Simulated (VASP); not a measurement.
A run of VASP 6.6.1:

INCAR

```
ALGO = Fast ; EDIFF = 1E-6
EDIFFG = -0.01 ; ENCUT = 600
GGA = PE ; IBRION = 2
ISIF = 3 ; ISMEAR = -1
LASPH = T ; LCHARG = F
LREAL = F ; LWAVE = F
NELM = 100 ; NSW = 40
PREC = Accurate ; SIGMA = 0.05
```

Contents of KPOINTS:

```
k-points
0
Gamma
  9 9 5
```

The input POSCAR:

```
ZnO
1.0
    3.2493080000      0.0000000000      0.0000000000
   -1.6246540000      2.8139832727      0.0000000000
    0.0000000000      0.0000000000      5.2057090000
Zn O
2 2
Direct
    0.6666666667      0.3333333333      0.0000000000
    0.3333333333      0.6666666667      0.5000000000
    0.3333333333      0.6666666667      0.8790100000
    0.6666666667      0.3333333333      0.3790100000
```

Potentials or basis: VASP PAW PBE potentials, release 64 (Zn, O).

Run with:

```sh
$ cat potpaw_PBE.64/Zn/POTCAR potpaw_PBE.64/O/POTCAR > POTCAR
$ mpirun -np 1 vasp_std > vasp.out
```

Hardware: 1 thread of Intel(R) Xeon(R) 6975P-C (Granite Rapids), with other jobs on the host.

Q: Estimate the wall time of this run.

A: Run time: 92 s on 1 thread of Intel(R) Xeon(R) 6975P-C (Granite Rapids) (shared host), peak memory 0.2 GiB. Counts: scf iterations 58, k points 36, ion steps 7.
